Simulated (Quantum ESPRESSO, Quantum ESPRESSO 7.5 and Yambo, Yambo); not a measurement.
**A GW chain in Yambo: KI (Fm-3m)**

Wanted: ground state, empty states, screening and self-energy for KI (Fm-3m).

Calculated with Quantum ESPRESSO 7.5 and Yambo 5.3.0; PBE and many-body steps on it, plane waves.

## Step 1: The starting structure

It takes space group Fm-3m (No. 225, cubic). Conventional cell: a = 7.066 Å, b = 7.066 Å, c = 7.066 Å, α = 90.00°, β = 90.00°, γ = 90.00°. Nearest to K lie 6 I at 3.53 Å. I has 6 K at 3.53 Å nearest. Farther neighbours and most contacts between anions are not listed.

Coordinates:

```cif
data_structure
_symmetry_space_group_name_H-M 'Fm-3m'
_symmetry_Int_Tables_number 225
_cell_length_a 7.0655
_cell_length_b 7.0655
_cell_length_c 7.0655
_cell_angle_alpha 90.000
_cell_angle_beta 90.000
_cell_angle_gamma 90.000
_cell_volume 352.73
loop_
_atom_site_label
_atom_site_type_symbol
_atom_site_symmetry_multiplicity
_atom_site_Wyckoff_symbol
_atom_site_fract_x
_atom_site_fract_y
_atom_site_fract_z
_atom_site_occupancy
K1 K 4 a 0.00000 0.00000 0.00000 1
I1 I 4 b 0.50000 0.00000 0.00000 1
```

The cell and positions come from the Crystallography Open Database and are kept as given unless a step says otherwise. Spin-orbit coupling is left out unless a step names it.

## Step 2: Ground state

This step: Quantum ESPRESSO 7.5; DFT, PBE, plane waves, norm-conserving pseudopotentials.

The ground-state density comes first.

The input, pw.in:

```
&control
  calculation = 'scf'
  prefix = 'x'
  outdir = 'o'
  pseudo_dir = 'pseudo'
/
&system
  ibrav = 0
  nat = 2
  ntyp = 2
  ecutwfc = 76.0
  nbnd = 22
  force_symmorphic = .true.
/
&electrons
  conv_thr = 1e-10
  electron_maxstep = 80
  mixing_beta = 0.5
/
ATOMIC_SPECIES
  K 39.098 K.upf
  I 126.9 I.upf
CELL_PARAMETERS angstrom
  0.0000000000 3.5327750000 3.5327750000
  3.5327750000 0.0000000000 3.5327750000
  3.5327750000 3.5327750000 -0.0000000000
ATOMIC_POSITIONS crystal
  K 0.0000000000 0.0000000000 0.0000000000
  I 0.5000000000 0.5000000000 0.5000000000
K_POINTS automatic
  6 6 6 0 0 0
```

On the command line:

```sh
$ OMP_NUM_THREADS=1 mpirun -n 4 pw.x -nk 4 -in pw.in > pw.out
```

The log of the run:

```text
Program PWSCF v.7.5 starts

     This program is part of the open-source Quantum ESPRESSO suite
     for quantum simulation of materials; please cite
         "P. Giannozzi et al., J. Phys.:Condens. Matter 21 395502 (2009);
         "P. Giannozzi et al., J. Phys.:Condens. Matter 29 465901 (2017);
         "P. Giannozzi et al., J. Chem. Phys. 152 154105 (2020);
     in publications or presentations arising from this work. More details at
     Message from routine setup:
     using ibrav=0 with symmetry is DISCOURAGED, use correct ibrav instead

     G-vector sticks info

     bravais-lattice index     =            0
     lattice parameter (alat)  =       9.4413  a.u.
     unit-cell volume          =     595.0789 (a.u.)^3
     number of atoms/cell      =            2
     number of atomic types    =            2
     number of electrons       =        34.00
     number of Kohn-Sham states=           22
     kinetic-energy cutoff     =      76.0000  Ry
     charge density cutoff     =     304.0000  Ry
     scf convergence threshold =      1.0E-10
     mixing beta               =       0.5000
     number of iterations used =            8  plain     mixing
     Exchange-correlation= PBE
                           (   1   4   3   4   0   0   0)

     celldm(1)=   9.441258  celldm(2)=   0.000000  celldm(3)=   0.000000
     celldm(4)=   0.000000  celldm(5)=   0.000000  celldm(6)=   0.000000

     crystal axes: (cart. coord. in units of alat)
               a(1) = (   0.000000   0.707107   0.707107 )
               a(2) = (   0.707107   0.000000   0.707107 )
               a(3) = (   0.707107   0.707107  -0.000000 )

     reciprocal axes: (cart. coord. in units 2 pi/alat)
               b(1) = ( -0.707107  0.707107  0.707107 )
               b(2) = (  0.707107 -0.707107  0.707107 )
               b(3) = (  0.707107  0.707107 -0.707107 )
     Pseudo is Norm-conserving + core correction, Zval =  9.0
     Generated using ONCVPSP code by D. R. Hamann
     Using radial grid of 2222 points,  6 beta functions with:
     Pseudo is Norm-conserving + core correction, Zval = 25.0
     Generated using ONCVPSP code by D. R. Hamann
     Using radial grid of 1188 points,  8 beta functions with:
     K                 9.00    39.09800     K ( 1.00)
     I                25.00   126.90000     I ( 1.00)

     48 Sym. Ops., with inversion, found

   Cartesian axes

     site n.     atom                  positions (alat units)
         1        K      tau(   1) = (   0.0000000   0.0000000   0.0000000  )
         2        I      tau(   2) = (   0.7071068   0.7071068   0.7071068  )

     number of k points=    16
                       cart. coord. in units 2pi/alat
        k(    1) = (   0.0000000   0.0000000   0.0000000), wk =   0.0092593
        k(    2) = (   0.1178511   0.1178511  -0.1178511), wk =   0.0740741
        k(    3) = (   0.2357023   0.2357023  -0.2357023), wk =   0.0740741
        k(    4) = (  -0.3535534  -0.3535534   0.3535534), wk =   0.0370370
        k(    5) = (   0.2357023   0.0000000  -0.0000000), wk =   0.0555556
        k(    6) = (   0.3535534   0.1178511  -0.1178511), wk =   0.2222222
        k(    7) = (  -0.2357023  -0.4714045   0.4714045), wk =   0.2222222
        k(    8) = (  -0.1178511  -0.3535534   0.3535534), wk =   0.2222222
        k(    9) = (   0.0000000  -0.2357023   0.2357023), wk =   0.1111111
        k(   10) = (   0.4714045   0.0000000  -0.0000000), wk =   0.0555556
     [... 4 further rows ...]
        k(   15) = (  -0.1178511  -0.3535534   0.5892557), wk =   0.2222222
        k(   16) = (  -0.7071068   0.2357023   0.0000000), wk =   0.1111111

     Dense  grid:    53377 G-vectors     FFT dimensions: (  54,  54,  54)

     Initial potential from superposition of free atoms

     starting charge      33.9807, renormalised to      34.0000
     Starting wfcs are   18 randomized atomic wfcs +    4 random wfcs

     per-process dynamical memory:    50.2 Mb

     Self-consistent Calculation

     iteration #  1     ecut=    76.00 Ry     beta= 0.50

     Threshold (ethr) on eigenvalues was too large:
     Diagonalizing with lowered threshold

     total energy              =    -685.65861520 Ry
     estimated scf accuracy    <       0.02472687 Ry

     iteration #  2     ecut=    76.00 Ry     beta= 0.50

     total energy              =    -685.66145008 Ry
     estimated scf accuracy    <       0.00235962 Ry

     iteration #  3     ecut=    76.00 Ry     beta= 0.50

     total energy              =    -685.66198173 Ry
     estimated scf accuracy    <       0.00023879 Ry

     iteration #  4     ecut=    76.00 Ry     beta= 0.50

     total energy              =    -685.66204321 Ry
     estimated scf accuracy    <       0.00002900 Ry

     iteration #  5     ecut=    76.00 Ry     beta= 0.50

     total energy              =    -685.66205055 Ry
     estimated scf accuracy    <       0.00000045 Ry

     iteration #  6     ecut=    76.00 Ry     beta= 0.50

     total energy              =    -685.66205106 Ry
     estimated scf accuracy    <       0.00000004 Ry

     iteration #  7     ecut=    76.00 Ry     beta= 0.50

     total energy              =    -685.66205108 Ry
     estimated scf accuracy    <          2.5E-09 Ry

     iteration #  8     ecut=    76.00 Ry     beta= 0.50

     End of self-consistent calculation

          k = 0.0000 0.0000 0.0000 (  6615 PWs)   bands (ev):

  -170.5834-117.4416-117.4416-117.4416 -39.8303 -39.8303 -39.8214 -39.8214
   -39.8214 -25.6599  -9.1471  -9.1471  -9.1471  -7.6826   2.8347   2.8347
     2.8347   6.8023   9.3581   9.3581   9.3581  10.0787

          k = 0.1179 0.1179-0.1179 (  6645 PWs)   bands (ev):

  -170.5835-117.4416-117.4416-117.4416 -39.8371 -39.8371 -39.8300 -39.8300
   -39.8267 -25.6594  -9.1881  -9.1477  -9.1477  -7.6103   2.4191   2.7447
     2.7447   7.4248   9.2753   9.6482   9.6482  10.3944

          k = 0.2357 0.2357-0.2357 (  6634 PWs)   bands (ev):

  -170.5834-117.4417-117.4416-117.4416 -39.8338 -39.8338 -39.8314 -39.8249
   -39.8249 -25.6584  -9.2613  -9.1488  -9.1488  -7.4724   1.7847   2.5779
     2.5779   8.1956   9.8646  10.3544  10.3545  11.2227

          k =-0.3536-0.3536 0.3536 (  6658 PWs)   bands (ev):

     [... further k-points ...]

     highest occupied, lowest unoccupied level (ev):     2.8347    6.8023

!    total energy              =    -685.66205108 Ry
     estimated scf accuracy    <          6.6E-11 Ry

     The total energy is the sum of the following terms:
     one-electron contribution =    -589.30595101 Ry
     hartree contribution      =     274.97323333 Ry
     xc contribution           =     -92.17226731 Ry
     ewald contribution        =    -279.15706610 Ry

     convergence has been achieved in   8 iterations

     XML data file, charge density, pseudopotentials, collected wavefunctions

=------------------------------------------------------------------------------=
   JOB DONE.
=------------------------------------------------------------------------------=
```

Elapsed: 19 s, on 4 MPI ranks of Intel Xeon Platinum 8259CL at 2.50GHz (Skylake/Cascade Lake), shared host; peak memory 0.39 GiB; 76 s of CPU time.

This step gave:

```yaml
total_energy: -9328.9075 eV
gap: 3.968 eV
k_of_the_valence_top: 0, 0, 0
k_of_the_conduction_bottom: 0, 0, 0
least_direct_gap: 3.968 eV
```

The gap is direct, at Γ.

## Step 3: Bands along the symmetry lines

Levels along a band path, at the cheap level, show where the edges lie and whether the meshes to come will hold them.

The input, pw.in:

```
&control
  calculation = 'bands'
  prefix = 'x'
  outdir = 'o'
  pseudo_dir = 'pseudo'
/
&system
  ibrav = 0
  nat = 2
  ntyp = 2
  ecutwfc = 76.0
  nbnd = 23
  force_symmorphic = .true.
/
&electrons
  conv_thr = 1e-9
  electron_maxstep = 80
  diago_full_acc = .true.
  diago_thr_init = 5e-6
/
ATOMIC_SPECIES
  K 39.098 K.upf
  I 126.9 I.upf
CELL_PARAMETERS angstrom
  0.0000000000 3.5327750000 3.5327750000
  3.5327750000 0.0000000000 3.5327750000
  3.5327750000 3.5327750000 -0.0000000000
ATOMIC_POSITIONS crystal
  K 0.0000000000 0.0000000000 0.0000000000
  I 0.5000000000 0.5000000000 0.5000000000
K_POINTS crystal
  50
  0.00000000 0.00000000 0.00000000 1
  0.06250000 0.00000000 0.06250000 1
  0.12500000 0.00000000 0.12500000 1
  0.18750000 0.00000000 0.18750000 1
  0.25000000 0.00000000 0.25000000 1
  0.31250000 0.00000000 0.31250000 1
  0.37500000 0.00000000 0.37500000 1
  0.43750000 0.00000000 0.43750000 1
  0.50000000 0.00000000 0.50000000 1
  0.51562500 0.03125000 0.51562500 1
  0.53125000 0.06250000 0.53125000 1
  0.54687500 0.09375000 0.54687500 1
  0.56250000 0.12500000 0.56250000 1
  0.57812500 0.15625000 0.57812500 1
  0.59375000 0.18750000 0.59375000 1
  0.60937500 0.21875000 0.60937500 1
  0.62500000 0.25000000 0.62500000 1
  0.37500000 0.37500000 0.75000000 1
  0.32812500 0.32812500 0.65625000 1
  0.28125000 0.28125000 0.56250000 1
  0.23437500 0.23437500 0.46875000 1
  0.18750000 0.18750000 0.37500000 1
  0.14062500 0.14062500 0.28125000 1
  0.09375000 0.09375000 0.18750000 1
  0.04687500 0.04687500 0.09375000 1
  0.00000000 0.00000000 0.00000000 1
  0.06250000 0.06250000 0.06250000 1
  0.12500000 0.12500000 0.12500000 1
  0.18750000 0.18750000 0.18750000 1
  0.25000000 0.25000000 0.25000000 1
  0.31250000 0.31250000 0.31250000 1
  0.37500000 0.37500000 0.37500000 1
  0.43750000 0.43750000 0.43750000 1
  0.50000000 0.50000000 0.50000000 1
  0.50000000 0.46875000 0.53125000 1
  0.50000000 0.43750000 0.56250000 1
  0.50000000 0.40625000 0.59375000 1
  0.50000000 0.37500000 0.62500000 1
  0.50000000 0.34375000 0.65625000 1
  0.50000000 0.31250000 0.68750000 1
  0.50000000 0.28125000 0.71875000 1
  0.50000000 0.25000000 0.75000000 1
  0.50000000 0.21875000 0.71875000 1
  0.50000000 0.18750000 0.68750000 1
  0.50000000 0.15625000 0.65625000 1
  0.50000000 0.12500000 0.62500000 1
  0.50000000 0.09375000 0.59375000 1
  0.50000000 0.06250000 0.56250000 1
  0.50000000 0.03125000 0.53125000 1
  0.50000000 0.00000000 0.50000000 1
```

The log of the run:

```text
[banner, memory and clock lines left out]
Program PWSCF v.7.5 starts

     Atomic positions and unit cell read from directory:
     o/x.save/

     Message from routine setup:
     using ibrav=0 with symmetry is DISCOURAGED, use correct ibrav instead

     G-vector sticks info

     bravais-lattice index     =            0
     lattice parameter (alat)  =       9.4413  a.u.
     unit-cell volume          =     595.0789 (a.u.)^3
     number of atoms/cell      =            2
     number of atomic types    =            2
     number of electrons       =        34.00
     number of Kohn-Sham states=           23
     kinetic-energy cutoff     =      76.0000  Ry
     charge density cutoff     =     304.0000  Ry
     Exchange-correlation= PBE
                           (   1   4   3   4   0   0   0)

     celldm(1)=   9.441258  celldm(2)=   0.000000  celldm(3)=   0.000000
     celldm(4)=   0.000000  celldm(5)=   0.000000  celldm(6)=   0.000000

     crystal axes: (cart. coord. in units of alat)
               a(1) = (   0.000000   0.707107   0.707107 )
               a(2) = (   0.707107   0.000000   0.707107 )
               a(3) = (   0.707107   0.707107  -0.000000 )

     reciprocal axes: (cart. coord. in units 2 pi/alat)
               b(1) = ( -0.707107  0.707107  0.707107 )
               b(2) = (  0.707107 -0.707107  0.707107 )
               b(3) = (  0.707107  0.707107 -0.707107 )
     Pseudo is Norm-conserving + core correction, Zval =  9.0
     Generated using ONCVPSP code by D. R. Hamann
     Using radial grid of 2222 points,  6 beta functions with:
     Pseudo is Norm-conserving + core correction, Zval = 25.0
     Generated using ONCVPSP code by D. R. Hamann
     Using radial grid of 1188 points,  8 beta functions with:
     K                 9.00    39.09800     K ( 1.00)
     I                25.00   126.90000     I ( 1.00)

     48 Sym. Ops., with inversion, found

   Cartesian axes

     site n.     atom                  positions (alat units)
         1        K      tau(   1) = (   0.0000000   0.0000000   0.0000000  )
         2        I      tau(   2) = (   0.7071068   0.7071068   0.7071068  )

     number of k points=    50
                       cart. coord. in units 2pi/alat
        k(    1) = (   0.0000000   0.0000000   0.0000000), wk =   0.0400000
        k(    2) = (   0.0000000   0.0883883   0.0000000), wk =   0.0400000
        k(    3) = (   0.0000000   0.1767767   0.0000000), wk =   0.0400000
[...]
[... 38 further rows ...]
        k(   49) = (   0.0441942   0.7071068   0.0000000), wk =   0.0400000
        k(   50) = (   0.0000000   0.7071068   0.0000000), wk =   0.0400000

     Dense  grid:    53377 G-vectors     FFT dimensions: (  54,  54,  54)

     The potential is recalculated from file :
     o/x.save/charge-density

     Starting wfcs are   18 randomized atomic wfcs +    5 random wfcs

     Band Structure Calculation

     End of band structure calculation

          k = 0.0000 0.0000 0.0000 (  6615 PWs)   bands (ev):

  -170.5835-117.4416-117.4416-117.4416 -39.8304 -39.8304 -39.8214 -39.8214
   -39.8214 -25.6599  -9.1471  -9.1471  -9.1471  -7.6826   2.8347   2.8347
     2.8347   6.8023   9.3581   9.3581   9.3581  10.0788  10.0788

          k = 0.0000 0.0884 0.0000 (  6647 PWs)   bands (ev):

  -170.5835-117.4417-117.4417-117.4417 -39.8387 -39.8334 -39.8309 -39.8309
   -39.8263 -25.6598  -9.1544  -9.1478  -9.1478  -7.6682   2.7413   2.8173
     2.8173   6.9381   9.2512   9.4527   9.4527  10.1051  10.1695

          k = 0.0000 0.1768 0.0000 (  6651 PWs)   bands (ev):

  -170.5835-117.4417-117.4417-117.4416 -39.8457 -39.8355 -39.8305 -39.8276
   -39.8276 -25.6595  -9.1722  -9.1497  -9.1497  -7.6310   2.5166   2.7694
     2.7694   7.2817   8.9915   9.7302   9.7302  10.1828  10.4245

          k =-0.0000 0.2652 0.0000 (  6651 PWs)   bands (ev):

[...]
k = 0.0000 0.4419-0.0000 (  6674 PWs)   bands (ev):

[...]
k =-0.0000 0.5303 0.0000 (  6678 PWs)   bands (ev):

[...]
k = 0.0000 0.6187-0.0000 (  6670 PWs)   bands (ev):

[...]
k = 0.4640 0.4640-0.0000 (  6663 PWs)   bands (ev):

[...]
k = 0.3315 0.3315-0.0000 (  6641 PWs)   bands (ev):

[...]
k = 0.3094 0.7071-0.0000 (  6674 PWs)   bands (ev):

[...]
k = 0.2210 0.7071-0.0000 (  6660 PWs)   bands (ev):

[...]
k = 0.1768 0.7071-0.0000 (  6678 PWs)   bands (ev):

[...]
k = 0.0442 0.7071 0.0000 (  6690 PWs)   bands (ev):

  -170.5836-117.4418-117.4417-117.4417 -39.8507 -39.8459 -39.8453 -39.8435
   -39.8249 -25.6572  -9.1920  -9.1667  -9.1656  -7.5390   1.8475   2.4610
     2.4622   7.8197   8.6508  10.9697  11.5276  11.5563  12.4548

          k = 0.0000 0.7071 0.0000 (  6710 PWs)   bands (ev):

  -170.5836-117.4418-117.4418-117.4418 -39.8536 -39.8503 -39.8481 -39.8481
   -39.8325 -25.6572  -9.1923  -9.1654  -9.1654  -7.5413   1.8429   2.4704
     2.4704   7.7921   8.6215  10.9556  11.5438  11.6391  12.4158

     XML data file, pseudopotentials, collected wavefunctions
```

Elapsed: 20 s, on 4 MPI ranks; peak memory 0.33 GiB.

Numbers from this step:

```
gap                        : 3.968 eV
k of the valence top       : 0, 0, 0
k of the conduction bottom : 0, 0, 0
least direct gap           : 3.968 eV
```

The gap is 3.968 eV, as in the run before at this level.

The electronic bands at the labelled points (eV, zero at the top of the highest filled band):

```
    point  band 14  band 15  band 16  band 17  band 18  band 19  band 20  band 21
        Γ   -10.52     0.00     0.00     0.00     3.97     6.52     6.52     6.52
  halfway   -10.39    -0.78    -0.20    -0.20     5.30     5.55     7.63     7.91
        X   -10.38    -0.99    -0.36    -0.36     4.96     5.79     8.12     8.71
  halfway   -10.36    -0.96    -0.49    -0.37     5.16     6.02     8.23     8.34
        U   -10.32    -0.85    -0.75    -0.38     5.63     6.66     7.63     8.28
jump to K   -10.32    -0.85    -0.75    -0.38     5.63     6.66     7.63     8.28
  halfway   -10.34    -0.87    -0.30    -0.24     5.55     6.31     7.22     7.43
        Γ   -10.52     0.00     0.00     0.00     3.97     6.52     6.52     6.52
  halfway   -10.38    -0.76    -0.18    -0.18     5.06     6.59     7.13     7.13
        L   -10.24    -1.31    -0.33    -0.33     5.54     7.71     8.19     8.19
  halfway   -10.28    -1.10    -0.54    -0.39     6.05     6.87     7.40     8.28
        W   -10.32    -0.72    -0.72    -0.60     6.48     6.48     6.66     8.19
  halfway   -10.35    -0.92    -0.48    -0.48     5.38     6.19     7.89     8.33
        X   -10.38    -0.99    -0.36    -0.36     4.96     5.79     8.12     8.71
```

The electronic bands as a text plot (rows in eV, shown from -8.0 to 7.2 only):

```
    6.9 |++++             ++++  ++++++++ ++++++      ++++++++
    6.3 |++++          +++ ++++++++++++++++++         +++++++++
    5.7 |    ++++++++++  ++     +              +++++++      ++ ++
    5.0 |    ++++++++++++        ++        ++++               +++
    4.4 | +++                      +++  +++
    3.8 |+                            ++
    3.1 |
    2.5 |
    1.8 |
    1.2 |
    0.6 |
   -0.1 |****************  ***************************          *
   -0.7 |    **********************        ****     *************
   -1.3 |                   **                 ********
   -2.0 |
   -2.6 |
   -3.2 |
   -3.9 |
   -4.5 |
   -5.1 |
   -5.8 |
   -6.4 |
   -7.0 |
   -7.7 |
         Γ           X  U|K            Γ         L        W     X
```

[end of part 1 of 2]

[Paths, hosts, dates, memory and timing lines, banners, echoed tables and standing remarks are left out of the program output.]

[Logs are printed without paths, hosts, clocks, repeated set-up lines and the standing remarks that a program may print on its own settings, such as how far it seeks lower states.]

[Runs of the session that timed out or met a known fault of the program may be left out.]

[Hosts, paths, dates, database ids (printed as entryN), source tags and the programs' standing remarks are cut or masked in the printed files.]
